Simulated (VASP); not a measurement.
# Ti (Cmce) in VASP: a series of runs

Runs on Ti. Level: PBE. Tasks: single point, relaxation of cell and atoms.

Program: VASP 6.6.1. These are calculated values, not measurements. Logs are shortened: lines on timing, memory, paths and dates and some standing lists are left out, and cuts for length are marked.

## Step 1: The structure

It takes space group Cmce (No. 64, orthorhombic). The conventional cell has a = 5.433 Å, b = 3.591 Å, c = 7.323 Å, α = 90.00°, β = 90.00°, γ = 90.00°. Around Ti (site symmetry m) lie 1 Ti at 2.02 Å.

The cell was built by a generator and needn't be a form met in nature.

## Step 2: Single point, PBE

Contents of INCAR:

```
PREC = Accurate ; ENCUT = 520
EDIFF = 1E-7 ; ISMEAR = 0
SIGMA = 0.1 ; LREAL = False
LASPH = True ; NELM = 100
ALGO = Normal ; ISIF = 2
LWAVE = False ; LCHARG = False
GGA = PE ; NBANDS = 32
```

Contents of KPOINTS:

```
regular mesh
0
Gamma
  6 6 4
```

Contents of POSCAR:

```
Ti
1.0
    2.7162839363     -1.7952558890      0.0000000000
    2.7162839363      1.7952558890      0.0000000000
    0.0000000000      0.0000000000      7.3232961810
Ti
4
Direct
    0.8500000000      0.1500000000      0.1170000000
    0.6500000000      0.3500000000      0.6170000000
    0.1500000000      0.8500000000      0.8830000000
    0.3500000000      0.6500000000      0.3830000000
```

Potentials or basis: VASP PAW PBE potentials, release 64 (Ti_sv).

Started as:

```sh
> cat potpaw_PBE.64/Ti_sv/POTCAR > POTCAR
> mpirun -np 1 vasp_std > vasp.out
```

OUTCAR:

```text
PREC = Accurate
   ENCUT = 520
   EDIFF = 1E-7
   ISMEAR = 0
   LREAL = False
   LASPH = True
   NELM = 100
   ISIF = 2
   GGA = PE

 ion  position               nearest neighbor table
   1  0.850  0.150  0.117-   3 2.02   4 2.65   4 2.65
   2  0.650  0.350  0.617-   4 2.02   3 2.65   3 2.65
   3  0.150  0.850  0.883-   1 2.02   2 2.65   2 2.65
   4  0.350  0.650  0.383-   2 2.02   1 2.65   1 2.65

  LATTYP: Found a base centered orthorhombic cell.
 ALAT       =     3.5905117780
 B/A-ratio  =     1.5130344108
 C/A-ratio  =     2.0396246089

  Lattice vectors:

 A1 = (  -2.7162839363,  -1.7952558890,   0.0000000000)
 A2 = (   2.7162839363,  -1.7952558890,   0.0000000000)
 A3 = (   0.0000000000,   0.0000000000,   7.3232961810)

Analysis of symmetry for initial positions (statically):
=====================================================================
 Subroutine PRICEL returns:
 Original cell was already a primitive cell.

 Routine SETGRP: Setting up the symmetry group for a
 base centered orthorhombic supercell.

 Subroutine GETGRP returns: Found  8 space group operations
 (whereof  4 operations were pure point group operations)
 out of a pool of  8 trial point group operations.

The static configuration has the point symmetry C_2h.
 The point group associated with its full space group is D_2h.

Analysis of symmetry for dynamics (positions and initial velocities):
=====================================================================
 Subroutine PRICEL returns:
 Original cell was already a primitive cell.

 Routine SETGRP: Setting up the symmetry group for a
 base centered orthorhombic supercell.

 Subroutine GETGRP returns: Found  8 space group operations
 (whereof  4 operations were pure point group operations)
 out of a pool of  8 trial point group operations.

The dynamic configuration has the point symmetry C_2h.
 The point group associated with its full space group is D_2h.

 Subroutine INISYM returns: Found  8 space group operations
 (whereof  4 operations are pure point group operations),
 and found     1 'primitive' translations

----------------------------------------------------------------------------------------

                                     Primitive cell

  volume of cell :      71.4230

  direct lattice vectors                    reciprocal lattice vectors
     2.716283936 -1.795255889  0.000000000     0.184075013 -0.278511828  0.000000000
     2.716283936  1.795255889  0.000000000     0.184075013  0.278511828  0.000000000
     0.000000000  0.000000000  7.323296181     0.000000000  0.000000000  0.136550533

  length of vectors
     3.255939516  3.255939516  7.323296181     0.333844947  0.333844947  0.136550533

  position of ions in fractional coordinates (direct lattice)
     0.850000000  0.150000000  0.117000000
     0.650000000  0.350000000  0.617000000
     0.150000000  0.850000000  0.883000000
     0.350000000  0.650000000  0.383000000

  ion indices of the primitive-cell ions
   primitive index   ion index
                 1           1
                 2           2
                 3           3
                 4           4

----------------------------------------------------------------------------------------

 KPOINTS: regular mesh

Automatic generation of k-mesh.
 Grid dimensions read from file:
 generate k-points for:    6    6    4

 Generating k-lattice:

  Cartesian coordinates                     Fractional coordinates (reciprocal lattice)
     0.030679169 -0.046418638  0.000000000     0.166666667  0.000000000  0.000000000
     0.030679169  0.046418638  0.000000000     0.000000000  0.166666667  0.000000000
     0.000000000  0.000000000  0.034137633     0.000000000  0.000000000  0.250000000

  Length of vectors
     0.055640825  0.055640825  0.034137633

  Shift w.r.t. Gamma in fractional coordinates (k-lattice)
     0.000000000  0.000000000  0.000000000

 Subroutine IBZKPT returns following result:
 ===========================================

 Found     39 irreducible k-points:

 Following reciprocal coordinates:
[... 49 lines left out ...]
     31       9.8650      0.00000
     32       9.9118      0.00000

 k-point     2 :       0.1667    0.0000    0.0000
  band No.  band energies     occupation
      1     -49.0402      2.00000
      2     -48.9436      2.00000
      3     -48.2924      2.00000
      4     -48.1854      2.00000
      5     -26.4269      2.00000
      6     -26.2448      2.00000
[... 24 lines left out ...]
     31      10.0267      0.00000
     32      10.0623      0.00000

 k-point     3 :       0.3333   -0.0000    0.0000
  band No.  band energies     occupation
      1     -49.0056      2.00000
      2     -48.9496      2.00000
      3     -48.2715      2.00000
      4     -48.2098      2.00000
      5     -26.4086      2.00000
      6     -26.3103      2.00000
[... 24 lines left out ...]
     31      10.2051      0.00000
     32      10.2354      0.00000

 k-point     4 :       0.5000    0.0000    0.0000
  band No.  band energies     occupation
      1     -48.9704      2.00000
      2     -48.9704      2.00000
      3     -48.2416      2.00000
      4     -48.2416      2.00000
      5     -26.3728      2.00000
      6     -26.3728      2.00000
[... 24 lines left out ...]
     31      10.4042      0.00000
     32      10.4042      0.00000

 k-point     5 :       0.1667    0.1667    0.0000
  band No.  band energies     occupation
      1     -49.0459      2.00000
      2     -48.9376      2.00000
      3     -48.2952      2.00000
      4     -48.1751      2.00000
      5     -26.4260      2.00000
      6     -26.2237      2.00000
[... 584 lines left out ...]
     31       9.9021      0.00000
     32      10.1835      0.00000

 k-point    22 :      -0.1667    0.1667    0.2500
  band No.  band energies     occupation
      1     -49.0029      2.00000
      2     -48.9610      2.00000
      3     -48.2645      2.00000
      4     -48.2183      2.00000
      5     -26.3950      2.00000
      6     -26.3176      2.00000
[... 24 lines left out ...]
     31       9.9933      0.00000
     32      10.1693      0.00000

 k-point    23 :       0.3333    0.3333    0.2500
  band No.  band energies     occupation
      1     -49.0151      2.00000
      2     -48.9435      2.00000
      3     -48.2671      2.00000
      4     -48.1878      2.00000
      5     -26.3887      2.00000
      6     -26.2664      2.00000
[... 24 lines left out ...]
     31      10.1962      0.00000
     32      10.2973      0.00000

 k-point    24 :       0.5000    0.3333    0.2500
  band No.  band energies     occupation
      1     -49.0017      2.00000
      2     -48.9415      2.00000
      3     -48.2621      2.00000
      4     -48.1957      2.00000
      5     -26.3853      2.00000
      6     -26.2871      2.00000
[... 24 lines left out ...]
     31      10.6367      0.00000
     32      10.8127      0.00000

 [... further k-points ...]

------------------------ aborting loop because EDIFF is reached ----------------------------------------

  FORCE on cell =-STRESS in cart. coord.  units (eV):
  Direction    XX          YY          ZZ          XY          YZ          ZX
  --------------------------------------------------------------------------------------
  -------------------------------------------------------------------------------------
  Total       -6.8511361      0.7519393      7.4630309      0.0000000      0.0000000      0.0000000
  in kB     -153.6862658     16.8676766    167.4124303      0.0000000      0.0000000      0.0000000
  external PRESSURE =      10.1979470 kB  Pullay stress =       0.0000000 kB

 VOLUME and BASIS-vectors are now :
 -----------------------------------------------------------------------------
  energy-cutoff  :      520.00
  volume of cell :       71.42
      direct lattice vectors                 reciprocal lattice vectors
     2.716283936 -1.795255889  0.000000000     0.184075013 -0.278511828  0.000000000
     2.716283936  1.795255889  0.000000000     0.184075013  0.278511828  0.000000000
     0.000000000  0.000000000  7.323296181     0.000000000  0.000000000  0.136550533

 POSITION                                       TOTAL-FORCE (eV/Angst)
 -----------------------------------------------------------------------------------
      2.71628     -1.25668      0.85683         0.000000      2.028904      1.693206
      2.71628     -0.53858      4.51847         0.000000     -2.028904      1.693206
      2.71628      1.25668      6.46647         0.000000     -2.028904     -1.693206
      2.71628      0.53858      2.80482         0.000000      2.028904     -1.693206
 -----------------------------------------------------------------------------------
    total drift:                               -0.000000      0.000000      0.000000

  FREE ENERGIE OF THE ION-ELECTRON SYSTEM (eV)
  ---------------------------------------------------
  free  energy   TOTEN  =       -28.9190205895 eV

  energy  without entropy=      -28.8914720711  energy(sigma->0) =      -28.90524633
```

It took 49 s on 1 thread of Intel Xeon 6975P-C (Granite Rapids), shared host; peak memory 0.2 GiB.

What came out:

```yaml
Free_energy: -28.9190 eV
Pressure: 1.0 GPa
Largest_force: 2.643 eV/Å
Band_gap_on_the_k_mesh: none (metal or under the smearing width)
```

Forces on the atoms (eV/Å):
```
Ti   0.000  2.029  1.693
Ti   0.000 -2.029  1.693
Ti   0.000 -2.029 -1.693
Ti   0.000  2.029 -1.693
```

Stress tensor (GPa, compression positive):
```
-15.37   0.00   0.00
  0.00   1.69   0.00
  0.00   0.00  16.74
```

Caveat: forces of over 1 eV/Å show positions far from the minimum, so gaps and moduli don't describe the material at rest.

## Step 3: Single point, PBE

This run uses another cell than the first one, of 17.39 Å³/atom, 0.974 times its volume.

Contents of INCAR:

```
ALGO     = Normal         # electronic algorithm
EDIFF    = 1E-6           # SCF threshold, eV
ENCUT    = 520            # plane-wave cutoff, eV
GGA      = PE             # functional
ISIF     = 2              # what is computed and relaxed
ISMEAR   = 0              # smearing method
LASPH    = True           # aspherical terms in the spheres
LCHARG   = False          # write CHGCAR
LREAL    = False          # projectors in reciprocal space
LWAVE    = False          # write WAVECAR
NBANDS   = 32             # bands
NELM     = 100            # most SCF steps
PREC     = Accurate       # precision mode
SIGMA    = 0.1            # smearing width, eV
```

Contents of KPOINTS:

```
k-points
0
Gamma
  6 6 4
```

Contents of POSCAR:

```
Ti
1.0
    2.0676392355     -2.0409355712      0.0000000000
    2.0676392355      2.0409355712      0.0000000000
    0.0000000000      0.0000000000      8.2398501244
Ti
4
Direct
    0.7499910578      0.2500089422      0.1249977585
    0.7500089422      0.2499910578      0.6249977585
    0.2500089422      0.7499910578      0.8750022415
    0.2499910578      0.7500089422      0.3750022415
```

Potentials or basis: VASP PAW PBE potentials, release 64 (Ti_sv).

Started as:

```sh
> cat potpaw_PBE.64/Ti_sv/POTCAR > POTCAR
> mpirun -np 1 vasp_std > vasp.out
```

Run time: 39 s. Hardware: 1 thread of Intel Xeon 6975P-C (Granite Rapids), shared host; peak memory 0.21 GiB.

The run converged. Its results:

- Free energy: -31.1314 eV
- Pressure: -0.1 GPa
- Band gap on the k mesh: none (metal or under the smearing width)

Stress tensor (GPa, compression positive):
```
-0.32  0.00  0.00
 0.00  0.08  0.00
 0.00  0.00  0.00
```

Levels at points of the mesh, in eV from the Fermi level:
```csv
k point,band 21,band 22,band 23,band 24,band 25,band 26,band 27,band 28
"(0.00, 0.00, 0.00)",-1.70,-0.58,-0.58,0.82,0.86,0.92,1.15,1.15
"(0.50, 0.00, 0.00)",-0.35,-0.35,-0.01,-0.01,0.63,0.63,0.70,0.70
"(0.50, 0.50, 0.00)",-1.52,-1.52,-0.42,-0.42,-0.34,-0.34,2.11,2.11
"(0.00, 0.00, 0.50)",-1.39,-1.39,0.39,0.39,1.13,1.13,1.21,1.21
"(0.50, 0.00, 0.50)",-0.09,-0.09,-0.09,-0.09,0.54,0.54,0.54,0.54
"(0.50, 0.50, 0.50)",-1.40,-1.40,-1.35,-1.35,1.12,1.12,1.25,1.25
```

Caveat: the k mesh is coarse (spacing up to 0.36 Å⁻¹), so the values aren't converged.

## Step 4: Relaxation of cell and atoms, PBE

Contents of INCAR:

```
SYSTEM = Ti
PREC     = Accurate       ! precision mode
ENCUT    = 600            ! plane-wave cutoff, eV
EDIFF    = 1E-6           ! SCF threshold, eV
ISMEAR   = 0              ! smearing method
SIGMA    = 0.1            ! smearing width, eV
LREAL    = .FALSE.        ! projectors in reciprocal space
LASPH    = .TRUE.         ! aspherical terms in the spheres
NELM     = 100            ! most SCF steps
ALGO     = Normal         ! electronic algorithm
ISIF     = 3              ! what is computed and relaxed
LWAVE    = .FALSE.        ! write WAVECAR
LCHARG   = .FALSE.        ! write CHGCAR
GGA      = PE             ! functional
IBRION   = 2              ! ionic algorithm
NSW      = 90             ! ionic steps
EDIFFG   = -0.04          ! ionic threshold
```

Contents of KPOINTS:

```
regular mesh
0
G
  6 6 4
  0 0 0
```

Contents of POSCAR:

```
Ti
1.0
    2.7162839363     -1.7952558890      0.0000000000
    2.7162839363      1.7952558890      0.0000000000
    0.0000000000      0.0000000000      7.3232961810
Ti
4
Direct
    0.8500000000      0.1500000000      0.1170000000
    0.6500000000      0.3500000000      0.6170000000
    0.1500000000      0.8500000000      0.8830000000
    0.3500000000      0.6500000000      0.3830000000
```

Started as:

```sh
> cat potpaw_PBE.64/Ti_sv/POTCAR > POTCAR
> mpirun -np 1 vasp_std > vasp.out
```

Wall time 15 min (1 thread of Intel Xeon 6975P-C (Granite Rapids), shared host); peak memory 0.24 GiB.

Results (log left out):

```yaml
Free_energy: -31.0438 eV
Relaxed_volume: 17.57 Å³/atom
Relaxed_cell: a = 2.793 Å, b = 2.793 Å, c = 9.012 Å, α = 90.00°, β = 90.00°, γ = 89.24°
Space_group_after_relaxing_to_0.05_Å: Cmce (No. 64)
Energy_gained_by_relaxing: 531.2 meV/atom
Ionic_steps: 27
Pressure_after_relaxing: -0.1 GPa
Largest_force_after_relaxing: 0.031 eV/Å
Band_gap_on_the_k_mesh: none (metal or under the smearing width)
```

Forces in eV/Å, atoms in the order of the input:
```
Ti   0.000  0.018  0.025
Ti   0.000 -0.018  0.025
Ti   0.000 -0.018 -0.025
Ti   0.000  0.018 -0.025
```

Stress tensor (GPa, compression positive):
```
-0.23  0.00  0.00
 0.00  0.23  0.00
 0.00  0.00 -0.20
```

Step by step:
| step | energy change (eV) | largest force (eV/Å) | pressure (GPa) | volume (Å³) |
| --- | --- | --- | --- | --- |
| 1 | 0.0000 | 2.6426 | 1.03 | 71.42 |
| 2 | -1.4560 | 0.6553 | -4.02 | 72.08 |
| 3 | -1.6417 | 0.4358 | -3.78 | 72.06 |
| 4 | -1.8581 | 0.2986 | -1.97 | 71.62 |
| 5 | -1.7492 | 1.3193 | 8.49 | 69.17 |
| 6 | -1.9521 | 0.4053 | 0.33 | 71.12 |
| 7 | -1.9522 | 0.8346 | 4.30 | 70.19 |
| 8 | -1.9753 | 0.5663 | 2.13 | 70.71 |
| 9 | -1.9749 | 0.6465 | 2.86 | 70.54 |
| 10 | -2.0062 | 0.1471 | -5.01 | 75.06 |
| 11 | -2.0387 | 0.1570 | -1.93 | 73.14 |
| 12 | -2.0842 | 0.0733 | -0.58 | 71.60 |
| 13 | -2.0966 | 0.0523 | 0.51 | 70.47 |
| 14 | -2.0973 | 0.0496 | 0.90 | 70.11 |
| 15 | -2.1125 | 0.0649 | -0.53 | 70.83 |
| 16 | -2.1135 | 0.0730 | -1.01 | 71.08 |
| 17 | -2.1151 | 0.0735 | 0.92 | 69.83 |
| 18 | -2.1184 | 0.0495 | 0.05 | 70.38 |
| 19 | -2.1199 | 0.0480 | 0.00 | 70.41 |
| 20 | -2.1222 | 0.0428 | -0.10 | 70.48 |
| 21 | -2.1205 | 0.0378 | -0.33 | 70.59 |
| 22 | -2.1225 | 0.0408 | -0.20 | 70.51 |
| 23 | -2.1235 | 0.0341 | 0.15 | 70.24 |
| 24 | -2.1237 | 0.0290 | 0.40 | 70.07 |
| 25 | -2.1244 | 0.0237 | 0.21 | 70.18 |
| 26 | -2.1245 | 0.0377 | -0.16 | 70.34 |
| 27 | -2.1246 | 0.0312 | -0.07 | 70.29 |

Final structure:
```
CELL_PARAMETERS angstrom
1.98790 -1.96159 0.00000
1.98790 1.96159 0.00000
0.00000 0.00000 9.01246
ATOMIC_POSITIONS crystal
Ti 0.75479 0.24521 0.13743
Ti 0.74521 0.25479 0.63743
Ti 0.24521 0.75479 0.86257
Ti 0.25479 0.74521 0.36257
```

Levels at points of the mesh, in eV from the Fermi level:
```tsv
k point	band 21	band 22	band 23	band 24	band 25	band 26	band 27	band 28
(0.00, 0.00, 0.00)	-1.57	-1.09	-0.33	-0.17	0.30	1.01	1.28	1.45
(0.50, 0.00, 0.00)	-0.79	-0.79	0.17	0.17	0.31	0.31	0.77	0.77
(0.50, 0.50, 0.00)	-1.63	-1.57	-0.57	-0.49	0.15	0.26	2.10	2.13
(0.00, 0.00, 0.50)	-1.39	-1.39	0.04	0.04	0.26	0.26	1.54	1.54
(0.50, 0.00, 0.50)	-0.14	-0.14	-0.09	-0.09	0.36	0.36	0.37	0.37
(0.50, 0.50, 0.50)	-1.29	-1.29	-1.22	-1.22	1.44	1.44	1.56	1.56
```

## Step 5: Single point, PBE

This run uses another cell than the first one: it holds 1 atom, not 4.

Contents of INCAR:

```
SYSTEM = Ti
ALGO = Fast
EDIFF = 1E-6
ENCUT = 520
GGA = PE
ISIF = 2
ISMEAR = 0
LASPH = .True.
LCHARG = .False.
LREAL = .False.
LWAVE = .False.
NBANDS = 12
NELM = 100
PREC = Accurate
SIGMA = 0.1
```

Contents of KPOINTS:

```
k-points
0
Gamma
  26 26 26
  0 0 0
```

Contents of POSCAR:

```
Ti
1.0
   -1.4537602157      1.4537602157      2.0563446621
    1.4537602157     -1.4537602157      2.0563446621
    1.4537602157      1.4537602157     -2.0563446621
Ti
1
Direct
    0.5000000000      0.5000000000      0.0000000000
```

Started as:

```sh
> cat potpaw_PBE.64/Ti_sv/POTCAR > POTCAR
> mpirun -np 1 vasp_std > vasp.out
```

It took 3 min on 1 thread of Intel Xeon 6975P-C (Granite Rapids), shared host; peak memory 0.36 GiB.

Results (log left out):

```
Free energy            : -7.7821 eV
Pressure               : -0.3 GPa
Band gap on the k mesh : none (metal or under the smearing width)
```

Levels at points of the mesh, in eV from the Fermi level:
```
           k point  band 2  band 3  band 4  band 5  band 6  band 7  band 8  band 9  band 10  band 11
(0.00, 0.00, 0.00)  -32.57  -32.57  -32.57   -6.09    0.87    0.87    0.87    2.50     2.50    15.24
(0.50, 0.00, 0.00)  -33.24  -32.66  -32.66   -2.58    0.63    0.76    0.76    3.57     3.57     8.16
(0.50, 0.50, 0.00)  -33.19  -32.81  -32.81   -2.57   -1.70    2.84    3.56    3.84     3.84    11.77
(0.50, 0.50, 0.50)  -33.19  -32.81  -32.81   -2.57   -1.70    2.83    3.56    3.84     3.84    11.77
```

## Step 6: Summary

```csv
task,cell,k mesh,cutoff (eV),mesh quality,gap on the mesh (eV),pressure (GPa),largest force (eV/Å)
single point,"Cmce, 17.86 Å³/atom",6 × 6 × 4,520,not flagged,none,1.0,2.64
single point,"Fmmm, 17.39 Å³/atom",6 × 6 × 4,520,coarse,none,-0.1,-
relaxation of cell and atoms,relaxed,6 × 6 × 4,600,not flagged,none,-0.1,0.03
single point,"Fm-3m, 17.38 Å³/atom",26 × 26 × 26,520,not flagged,none,-0.3,-
```

Alike in all rows: level PBE; potentials or basis VASP PAW PBE potentials, release 64 (Ti_sv); no spin polarisation; smearing gaussian 0.1 eV.

Caveats: some runs use coarse meshes; forces of over 1 eV/Å show positions far from the minimum, so gaps and moduli don't describe the material at rest (some runs).

Total energies depend on the potentials used, so only differences within one code and one set of settings carry meaning.
